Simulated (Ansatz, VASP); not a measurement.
# CoO in VASP and in Ansatz

```xyz
4
Lattice="2.8133 0.0000 0.0000 -1.4067 2.4364 0.0000 0.0000 0.0000 4.8496" Properties=species:S:1:pos:R:3 pbc="T T T"
Co    0.0000    0.0000    0.0000
Co    0.0000    0.0000    2.4248
O     0.0000    1.6243    1.2124
O     1.4067    0.8121    3.6372
```

Alike in both runs: functional PBEsol; k mesh 18 × 18 × 10; occupations gaussian, width 0.1 eV; no spin polarisation.

Ansatz relaxed the structure, and its values are those at the end. VASP's run is a single point on that final structure, the one shown.

```csv
,VASP,Ansatz
version,VASP 6.6.1,Ansatz 0.2.0
potentials or method,"VASP PAW PBE potentials, release 64 (Co, O)","scalar-relativistic, plane waves, PAW"
plane-wave cutoff (eV),520,420
valence electrons in the cell,30,46
```

Ansatz gave:

```
gap on the k mesh at the Fermi level (eV) : none
pressure (GPa)                            : 0.0
```

Problem. Which values does VASP return?

Solution. gap on the k mesh at the Fermi level (eV): none; pressure (GPa): -0.1.

A gap of «none» marks a metal or a gap that the smearing closes. The functional is the same, so the differences come from potentials, cutoffs and numerics. The two sets of potentials don't hold the same shells in valence.

Caveats: the PAW data sets were made with another functional, which shifts forces and pressure a little (VASP); the run has no spin polarisation, though such a crystal can be magnetic; semilocal functionals often make such compounds metallic where correlation or magnetic order opens a gap, which also shifts bond lengths. Spin polarisation is off, so any magnetic state and its effect on volume and gap are missing.
